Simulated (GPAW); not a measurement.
Runs of GPAW 26.7.0 on SiC (Moissanite 3C). It takes space group F-43m (No. 216, cubic). The conventional cell has a = 4.358 Å, b = 4.358 Å, c = 4.358 Å, α = 90.00°, β = 90.00°, γ = 90.00°. Around Si (site symmetry -43m) lie 4 C at 1.89 Å. C (site symmetry -43m) is surrounded by 4 Si at 1.89 Å. 

```tsv
task	level	potentials or basis	cell	k mesh	cutoff (eV)	smearing	optimizer	fmax	max steps	target pressure	convergence	gap on the mesh (eV)	pressure (GPa)
relaxation of cell and atoms	PBEsol	PAW data sets generated in the run's folder for this functional, pw	relaxed to 5 GPa	10 × 10 × 10	800	fermi-dirac 0.05 eV	BFGS	0.02 eV/Å	60	5 GPa	density=1e-05 forces=0.0001	(a)	5.0
relaxation of cell and atoms	PBEsol	PAW data sets generated in the run's folder for this functional, pw	relaxed	10 × 10 × 10	800	fermi-dirac 0.05 eV	BFGS	0.02 eV/Å	60	-	density=1e-05 forces=0.0001	1.24	0.0
relaxation of cell and atoms	PBEsol	PAW data sets generated in the run's folder for this functional, pw	relaxed to 30 GPa	10 × 10 × 10	800	fermi-dirac 0.05 eV	BFGS	0.02 eV/Å	60	30 GPa	density=1e-05 forces=0.0001	1.13	29.9
relaxation of cell and atoms	PBEsol	PAW data sets generated in the run's folder for this functional, pw	relaxed to 10 GPa	10 × 10 × 10	800	fermi-dirac 0.05 eV	BFGS	0.02 eV/Å	60	10 GPa	density=1e-05 forces=0.0001	1.20	10.2
```

Alike in all rows: no spin polarisation.

Problem. Estimate the missing entries.

Solution. (a) 1.22.

Caveats: later steps reuse the first step's grids.

A k mesh can miss the band edges.
